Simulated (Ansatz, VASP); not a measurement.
## One calculation of MgO, two programs

```
Mg O
1.0
     3.02616    0.00000    0.00000
    -1.51308    2.62073    0.00000
     0.00000    0.00000    2.59929
Mg O
1 1
Cartesian
  0.0000 0.0000 0.0000
  0.0000 1.7472 1.2996
```

Change from the starting cell: strain +0.030 along x and y, -0.030 along z, atoms carried along.

Alike in both runs: task single point; functional LDA; k mesh 9 × 9 × 8; occupations gaussian, width 0.05 eV; no spin polarisation.

|  | VASP | Ansatz |
| --- | --- | --- |
| version | VASP 6.6.1 | Ansatz 0.2.0 |
| potentials or method | VASP PAW LDA potentials, release 64 (Mg, O) | scalar-relativistic, plane waves, PAW |
| plane-wave cutoff (eV) | 520 | 420 |
| valence electrons in the cell | 8 | 16 |

Ansatz gave:

| Property | Result |
| --- | --- |
| gap on the k mesh at the Fermi level (eV) | 2.30 |
| least direct gap on the mesh (eV) | 2.60 |
| pressure (GPa) | -11.0 |
| largest component of the traceless stress (GPa) | 18.74 |

Problem. Estimate VASP's values.

Solution. gap on the k mesh at the Fermi level (eV): 2.30; least direct gap on the mesh (eV): 2.60; pressure (GPa): -12.6; largest component of the traceless stress (GPa): 18.57.

The two sets of potentials don't hold the same shells in valence.

Caveats: an odd mesh through Γ misses points on the zone boundary, where band edges often lie.
